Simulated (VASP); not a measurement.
# Sn (Im-3m) in VASP: a series of runs

One crystal, Sn, is run at these levels: PBEsol; tasks: single point.

All numbers are computed with VASP 6.6.1; they aren't measurements. Logs are shortened: lines on timing, memory, paths and dates and some standing lists are left out, and cuts for length are marked.

## Step 1: The crystal as given

The structure is cubic, space group Im-3m (No. 229). The conventional cell has a = 3.789 Å, b = 3.789 Å, c = 3.789 Å, α = 90.00°, β = 90.00°, γ = 90.00°. Around Sn (site symmetry m-3m) lie 8 Sn at 3.28 Å.

This isn't the form of Sn at room conditions, which is tetragonal (white tin).

## Step 2: Single point, PBEsol

Contents of INCAR:

```
SYSTEM = Sn
PREC = Accurate
ENCUT = 400
EDIFF = 1E-6
ISMEAR = 0
SIGMA = 0.1
LREAL = .False.
LASPH = .True.
NELM = 100
ALGO = Normal
ISIF = 2
LWAVE = .False.
LCHARG = .False.
GGA = PS
NBANDS = 13
ADDGRID = .False.
```

Contents of KPOINTS:

```
Automatic mesh
0
Gamma
  10 10 10
  0 0 0
```

Contents of POSCAR:

```
Sn
1.0
   -1.8946518192      1.8946518192      1.8946518192
    1.8946518192     -1.8946518192      1.8946518192
    1.8946518192      1.8946518192     -1.8946518192
Sn
1
Direct
    0.0000000000      0.0000000000      0.0000000000
```

Potentials or basis: VASP PAW PBE potentials, release 64 (Sn_d).

Started as:

```bash
$ cat potpaw_PBE.64/Sn_d/POTCAR > POTCAR
$ mpirun -np 1 vasp_std > vasp.out
```

OUTCAR:

```text
SYSTEM = Sn
   PREC = Accurate
   ENCUT = 400
   EDIFF = 1E-6
   ISMEAR = 0
   LREAL = .False.
   LASPH = .True.
   NELM = 100
   ISIF = 2
   GGA = PS

 Found     47 irreducible k-points:

 Following reciprocal coordinates:
            Coordinates               Weight
  0.000000  0.000000  0.000000      1.000000
  0.100000  0.000000  0.000000     12.000000
  0.200000  0.000000  0.000000     12.000000
  0.300000  0.000000  0.000000     12.000000
  0.400000  0.000000  0.000000     12.000000
  0.500000  0.000000  0.000000      6.000000
   k-points           NKPTS =     47   k-points in BZ     NKDIM =     47   number of bands    NBANDS=     13
   number of dos      NEDOS =    301   number of ions     NIONS =      1
   total plane-waves  NPLWV =  13824
   dimension x,y,z NGX =    24 NGY =   24 NGZ =   24
   dimension x,y,z NGXF=    48 NGYF=   48 NGZF=   48
   ions per type =               1
   NGX,Y,Z   is equivalent  to a cutoff of  12.16, 12.16, 12.16 a.u.
   NGXF,Y,Z  is equivalent  to a cutoff of  24.32, 24.32, 24.32 a.u.
 SYSTEM =  Sn
   PREC   = accura    normal or accurate (medium, high low for compatibility)
   ISTART =      0    job   : 0-new  1-cont  2-samecut
   ICHARG =      2    charge: 1-file 2-atom 10-const
   ISPIN  =      1    spin polarized calculation?
   LNONCOLLINEAR =      F non collinear calculations
   LSORBIT =      F    spin-orbit coupling
   LASPH  =      T    aspherical Exc in radial PAW
   ENCUT  =  400.0 eV  29.40 Ry    5.42 a.u.   5.35  5.35  5.35*2*pi/ulx,y,z
   NELM   =    100;   NELMIN=  2; NELMDL= -5     # of ELM steps
   EDIFF  = 0.1E-05   stopping-criterion for ELM
   LREAL  =      F    real-space projection
   EDIFFG = 0.1E-04   stopping-criterion for IOM
   NSW    =      0    number of steps for IOM
   IBRION =     -1    ionic relax: 0-MD 1-quasi-New 2-CG
   NFREE  =      0    steps in history (QN), initial steepest desc. (CG)
   ISIF   =      2    stress and relaxation
   ISYM   =      2    0-nonsym 1-usesym 2-fastsym
   POTIM  = 0.5000    time-step for ionic-motion
   TEBEG  =    0.0;   TEEND  =   0.0 temperature during run
   PSTRESS=    0.0 pullay stress
   NELECT =      14.0000    total number of electrons
   NUPDOWN=      -1.0000    fix difference up-down
   EMIN   =  10.00;   EMAX   =-10.00  energy-range for DOS
   EFERMI =   0.00;   METHOD = LEGACY
   ISMEAR =     0;   SIGMA  =   0.10  broadening in eV -4-tet -1-fermi 0-gaus
   EFERMI_NEDOS =   21; number of points for ismear=-14 and -15
   IALGO  =     38    algorithm
   IMIX   =      4    mixing-type and parameters
     AMIX     =   0.40;   BMIX     =  1.00
     AMIX_MAG =   1.60;   BMIX_MAG =  1.00
  volume/ion in A,a.u.               =      27.20       183.59
  Fermi-wavevector in a.u.,A,eV,Ry     =   1.311902  2.479136 23.416813  1.721087
  Thomas-Fermi vector in A             =   2.442332
   LORBIT       =      0    0 simple, 1 ext, 2 COOP (PROOUT), +10 PAW based schemes
   GGA     = PS    functional components
   LHFCALC =     F    Hartree Fock is set to
   AEXX    =    0.0000 exact exchange contribution
   IVDW    =     0    specifies the selected vdW correction
   LEPSILON=     F    determine dielectric tensor
   LRPA    =     F    only Hartree local field effects (RPA)
 non-spin polarized calculation
 Gauss-broadening in eV      SIGMA  =   0.10
  energy-cutoff  :      400.00
  volume of cell :       27.20
 maximum number of plane-waves:       531
 NGX is ok and might be reduce to    24
   NGX = 11   NGY = 11   NGZ = 11

 number of electron      13.9999996 magnetization

 Free energy of the ion-electron system (eV)
  ---------------------------------------------------
  ext. energy  EPLUGINS =         0.00000000
  ---------------------------------------------------
  free energy    TOTEN  =        -4.21030789 eV

  energy without entropy =       -4.20587929  energy(sigma->0) =       -4.20809359

 E-fermi :   7.8809     XC(G=0): -10.5024

 val. band max:        7.7968579420   @ k =   0.2000   0.2000   0.0000
 cond. band min:       7.8865561779   @ k =   0.3000   0.0000   0.0000
 fundamental gap:      0.0896982359
 Fermi energy:         7.8808865610

 k-point     1 :       0.0000    0.0000    0.0000
  band No.  band energies     occupation
      1     -13.5357      2.00000
      2     -13.5357      2.00000
      3     -13.5357      2.00000
      4     -13.3962      2.00000
      5     -13.3962      2.00000
      6      -3.1761      2.00000
      7      15.8564      0.00000
      8      15.8564      0.00000
      9      15.8564      0.00000
     10      20.0365      0.00000
     11      20.0365      0.00000
     12      20.0365      0.00000
     13      20.6622      0.00000

 k-point     2 :       0.1000    0.0000    0.0000
  band No.  band energies     occupation
      1     -13.5400      2.00000
      2     -13.5292      2.00000
      3     -13.5147      2.00000
      4     -13.4010      2.00000
      5     -13.3967      2.00000
      6      -2.9582      2.00000
      7      14.1289      0.00000
      8      15.0730      0.00000
      9      15.5708      0.00000
     10      18.4516      0.00000
     11      18.7940      0.00000
     12      19.6988      0.00000
     13      21.3866      0.00000

 k-point     3 :       0.2000    0.0000    0.0000
  band No.  band energies     occupation
      1     -13.5515      2.00000
      2     -13.5158      2.00000
      3     -13.4596      2.00000
      4     -13.4112      2.00000
      5     -13.3983      2.00000
      6      -2.3035      2.00000
      7      10.9913      0.00000
      8      13.7090      0.00000
      9      14.8465      0.00000
     10      17.2674      0.00000
     11      17.6410      0.00000
     12      19.8732      0.00000
     13      21.8877      0.00000

 k-point     4 :       0.3000    0.0000    0.0000
  band No.  band energies     occupation
      1     -13.5657      2.00000
      2     -13.5096      2.00000
      3     -13.4148      2.00000
      4     -13.4002      2.00000
      5     -13.3904      2.00000
      6      -1.2164      2.00000
      7       7.8866      0.93609
      8      12.5338      0.00000
      9      14.0710      0.00000
     10      16.4734      0.00000
     11      16.8250      0.00000
     12      20.7508      0.00000
     13      22.5507      0.00000

 k-point     5 :       0.4000    0.0000    0.0000
  band No.  band energies     occupation
      1     -13.5772      2.00000
      2     -13.5149      2.00000
      3     -13.4084      2.00000
      4     -13.4016      2.00000
      5     -13.3337      2.00000
      6       0.2565      2.00000
      7       5.1536      2.00000
      8      11.7726      0.00000
      9      13.5308      0.00000
     10      16.0140      0.00000
     11      16.3405      0.00000
     12      22.0198      0.00000
     13      23.3643      0.00000

 k-point     6 :       0.5000    0.0000    0.0000
  band No.  band energies     occupation
      1     -13.5815      2.00000
      2     -13.5190      2.00000
      3     -13.4042      2.00000
      4     -13.4021      2.00000
      5     -13.3118      2.00000
      6       1.4901      2.00000
      7       3.4939      2.00000
      8      11.5105      0.00000
      9      13.3410      0.00000
     10      15.8639      0.00000
     11      16.1800      0.00000
     12      22.8716      0.00000
     13      23.8763      0.00000

 [... further k-points ...]
[... 5 lines left out ...]
  --------------------------------------------------------------------------------------
  -------------------------------------------------------------------------------------
  Total       -0.3803955     -0.3803955     -0.3803955     -0.0000000     -0.0000000      0.0000000
  in kB      -22.4025662    -22.4025662    -22.4025662     -0.0000000     -0.0000000      0.0000000
  external PRESSURE =     -22.4025662 kB  Pullay stress =       0.0000000 kB

 VOLUME and BASIS-vectors are now :
 -----------------------------------------------------------------------------
  energy-cutoff  :      400.00
  volume of cell :       27.20
      direct lattice vectors                 reciprocal lattice vectors
    -1.894651819  1.894651819  1.894651819     0.000000000  0.263900731  0.263900731
     1.894651819 -1.894651819  1.894651819     0.263900731  0.000000000  0.263900731
     1.894651819  1.894651819 -1.894651819     0.263900731  0.263900731  0.000000000

 POSITION                                       TOTAL-FORCE (eV/Angst)
 -----------------------------------------------------------------------------------
      0.00000      0.00000      0.00000         0.000000      0.000000      0.000000
 -----------------------------------------------------------------------------------
    total drift:                                0.000000      0.000000      0.000000

  FREE ENERGIE OF THE ION-ELECTRON SYSTEM (eV)
  ---------------------------------------------------
  free  energy   TOTEN  =        -4.2103078901 eV

  energy  without entropy=       -4.2058792926  energy(sigma->0) =       -4.20809359
```

Run time: 6.7 s. Hardware: 1 thread of Intel Xeon Platinum 8375C at 2.90GHz (Ice Lake), shared host; peak memory 0.14 GiB.

The run converged, but some of its settings lie outside the range that counts as converged, so its numbers aren't taken as properties of the crystal.

What came out:

- Free energy: -4.2103 eV
- Pressure: -2.2 GPa
- Band gap on the k mesh: none (metal or under the smearing width)

Caveat: the PAW data sets were made with another functional, which shifts forces and pressure a little.

## Step 3: Single point, PBEsol

INCAR: that of step 2 with these lines changed.

```diff
@@ -4,3 +4,3 @@
 EDIFF = 1E-6
-ISMEAR = 0
+ISMEAR = 1
 SIGMA = 0.1
```

KPOINTS is that of step 2.

POSCAR is that of step 2.

Potentials or basis: VASP PAW PBE potentials, release 64 (Sn_d).

Started as:

```bash
$ cat potpaw_PBE.64/Sn_d/POTCAR > POTCAR
$ mpirun -np 1 vasp_std > vasp.out
```

Wall time 6.8 s (1 thread of Intel Xeon Platinum 8375C at 2.90GHz (Ice Lake), shared host); peak memory 0.14 GiB.

These settings aren't checked as converged: the numbers below hold their error.

What came out:

| Item | Value |
| --- | --- |
| Free energy | -4.2081 eV |
| Pressure | -2.2 GPa |
| Band gap on the k mesh | none (metal or under the smearing width) |

Caveat: the PAW data sets were made with another functional, which shifts forces and pressure a little.

## Step 4: Single point, PBEsol

INCAR: that of step 3 with these lines changed.

```diff
@@ -2,5 +2,5 @@
 PREC = Accurate
-ENCUT = 400
+ENCUT = 500
 EDIFF = 1E-6
-ISMEAR = 1
+ISMEAR = -1
 SIGMA = 0.1
```

Contents of KPOINTS:

```
Automatic mesh
0
Gamma
  9 9 9
  0 0 0
```

POSCAR is that of step 3.

Started as:

```bash
$ cat potpaw_PBE.64/Sn_d/POTCAR > POTCAR
$ mpirun -np 1 vasp_std > vasp.out
```

Wall time 6.1 s (1 thread of Intel Xeon Platinum 8375C at 2.90GHz (Ice Lake), shared host); peak memory 0.13 GiB.

The run converged, but some of its settings lie outside the range that counts as converged, so its numbers aren't taken as properties of the crystal.

What came out:

- Free energy: -4.2419 eV
- Pressure: -2.3 GPa
- Band gap on the k mesh: none (metal or under the smearing width)

Caveat: the PAW data sets were made with another functional, which shifts forces and pressure a little.

## Step 5: Single point, PBEsol

INCAR: that of step 4 with these lines changed.

```diff
@@ -2,3 +2,3 @@
 PREC = Accurate
-ENCUT = 500
+ENCUT = 900
 EDIFF = 1E-6
```

Contents of KPOINTS:

```
Automatic mesh
0
Gamma
  7 7 7
  0 0 0
```

POSCAR is that of step 4.

Started as:

```bash
$ cat potpaw_PBE.64/Sn_d/POTCAR > POTCAR
$ mpirun -np 1 vasp_std > vasp.out
```

It took 9.2 s on 1 thread of Intel Xeon Platinum 8375C at 2.90GHz (Ice Lake), shared host; peak memory 0.17 GiB.

The run converged, but some of its settings lie outside the range that counts as converged, so its numbers aren't taken as properties of the crystal.

Results:

```yaml
Free_energy: -4.2616 eV
Pressure: -1.8 GPa
Band_gap_on_the_k_mesh: none (metal or under the smearing width)
```

Caveat: the PAW data sets were made with another functional, which shifts forces and pressure a little.

## Step 6: For comparison

An earlier run on the cell as given: functional PBE; potentials or basis VASP PAW PBE potentials, release 64 (Sn_d); cutoff 520 eV; k mesh 10 × 10 × 10; occupations fermi-dirac, width 0.05 eV; no spin polarisation.

- Pressure: 0.6 GPa
- Band gap on the k mesh: none (metal or under the smearing width)
